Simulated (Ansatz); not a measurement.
# BeS: the cell at several levels of theory

An exercise on one series of results from a longer session: the logs are not shown, and one member is left open.

The runs shown are made with Ansatz 0.2.0. PAW datasets, plane waves, zero pressure. The values are computed, spin-unpolarised, and not measurements.

### The structure to begin with

The symmetry is F-43m (No. 216, cubic); a = 4.870 Å in the conventional setting, 14.44 Å³ an atom. Around Be lie 4 S at 2.11 Å; around S lie 4 Be at 2.11 Å.

Structure file:

```
CELL_PARAMETERS angstrom
0.00000 2.43515 2.43515
2.43515 0.00000 2.43515
2.43515 2.43515 0.00000
ATOMIC_POSITIONS crystal
Be 0.00000 0.00000 0.00000
S 0.75000 0.75000 0.75000
```

Set-up of the first run:

File input.yaml:

```yaml
crystal:
  lattice:
    - [0.0, 2.4351516489, 2.4351516489]
    - [2.4351516489, 0.0, 2.4351516489]
    - [2.4351516489, 2.4351516489, 0.0]
  atoms:
    - { symbol: Be, position: [0.0, 0.0, 0.0] }
    - { symbol: S, position: [0.75, 0.75, 0.75] }
kpoints:
  mp_grid: { grid: [8, 8, 8] }
hamiltonian:
  xc: pbe
scf:
  occupations: { method: fermi_dirac, width: 0.02 }
relax:
  f_tol: 0.005
  cell: {}
```

Command:

```
> ansatz run input.yaml --threads 2 --pin off --max-ram 29491MiB --backend cpu --events-out ev --progress --plain --runs-dir out
```

Among the steps run: PBE: cell and atoms; Relaxation with r2SCAN; Relaxation with PBEsol; Relaxation with LDA; Relaxation with HSE06.

One of the session's tables, all rows but one given; the rest of the session is left out.

| level | a (Å) | volume (Å³/atom) |
| --- | --- | --- |
| PBE | 4.876 | 14.492 |
| r2SCAN | 4.869 | 14.425 |
| PBEsol | 4.838 | 14.151 |
| LDA | 4.796 | 13.793 |
| HSE06 | ? | ? |

Estimate the missing values for HSE06.

As computed: a (Å): 4.853; volume (Å³/atom): 14.290. In the column «a (Å)» it lies between PBEsol (4.838) and r2SCAN (4.869).

The volume runs from LDA (least) to PBE (most), a spread of 5.1 %, or 1.7 % in length if all axes shared it alike. The meshes differ: PBE 8×8×8, r2SCAN 8×8×8, PBEsol 8×8×8, LDA 8×8×8, HSE06 6×6×6.
